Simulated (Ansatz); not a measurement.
## Gd (Fm-3m): majority and minority states

The source of the geometry is a structure from the Materials Project; atoms and cell stay fixed.

Functional, mesh and filling: PBE, 11×11×11 k mesh, Fermi–Dirac smearing of 0.05 eV. LAPW is all-electron LAPW in Ansatz 0.2.0. Site moments are integrated in spheres about the atoms.

The input and its command:

```yaml
crystal:
  lattice:
    - [0.0, 2.5858190855, 2.5858190855]
    - [2.5858190855, 0.0, 2.5858190855]
    - [2.5858190855, 2.5858190855, 0.0]
  atoms:
    - { symbol: Gd, position: [0.0, 0.0, 0.0], spin: 7.3 }
magnetization:
  spin_polarized: true
kpoints:
  mp_grid: { grid: [11, 11, 11] }
scf:
  occupations: { method: fermi_dirac, width: 0.05 }
hamiltonian:
  xc: pbe
  pseudopotentials: { kind: all_electron, lapw: { basis_error: 0.001 } }
output:
  forces: true
  stress: true
  eigenvalues: false
  populations: true
  dos: { projected: true, de: 0.1, e_range: [-8, 5] }
```

Command: `ansatz run input.yaml --threads 1 --pin off --max-ram 3072MiB --backend cpu --events-out ev --progress --plain --runs-dir out`

Problem. Give the density of states by spin, smoothed by a Gaussian of 0.15 eV.

Solution. 
| E − E_F (eV) | majority (states/eV/cell) | minority (states/eV/cell) |
| --- | --- | --- |
| -7.00 | 0.00 | 0.00 |
| -6.60 | 0.00 | 0.00 |
| -6.20 | 0.00 | 0.00 |
| -5.80 | 0.00 | 0.00 |
| -5.40 | 0.00 | 0.00 |
| -5.00 | 4.46 | 0.00 |
| -4.60 | 12.21 | 0.00 |
| -4.20 | 0.11 | 0.01 |
| -3.80 | 0.09 | 0.04 |
| -3.40 | 0.12 | 0.06 |
| -3.00 | 0.16 | 0.08 |
| -2.60 | 0.25 | 0.11 |
| -2.20 | 0.43 | 0.15 |
| -1.80 | 0.54 | 0.24 |
| -1.40 | 0.56 | 0.48 |
| -1.00 | 0.60 | 0.58 |
| -0.60 | 0.77 | 0.61 |
| -0.20 | 0.72 | 0.75 |
| 0.20 | 1.00 | 6.10 |
| 0.60 | 0.96 | 11.53 |
| 1.00 | 0.69 | 1.18 |
| 1.40 | 0.68 | 1.09 |
| 1.80 | 0.63 | 1.04 |
| 2.20 | 0.59 | 0.68 |
| 2.60 | 0.73 | 0.71 |
| 3.00 | 0.55 | 0.58 |
| 3.40 | 0.48 | 0.60 |
Site moments (μB): Gd 7.38. Cell moment 7.51 μB.

Löwdin populations of d and f shells (filled inner shells left out):

```tsv
shell	up	down
Gd 5d	1.36	0.79
Gd 4f	6.99	0.11
```

Without U a semilocal functional puts the f levels too near the Fermi level, which can change moments and the order of magnetic states; site and cell moments are spin moments. Spin–orbit coupling is left out although heavy atoms are present. With open f shells a run can end in a state that isn't the lowest. These are results for the start and cell typed. The real compound can order otherwise, in a larger cell, or not at all, since semilocal functionals at zero temperature often overstate magnetism.
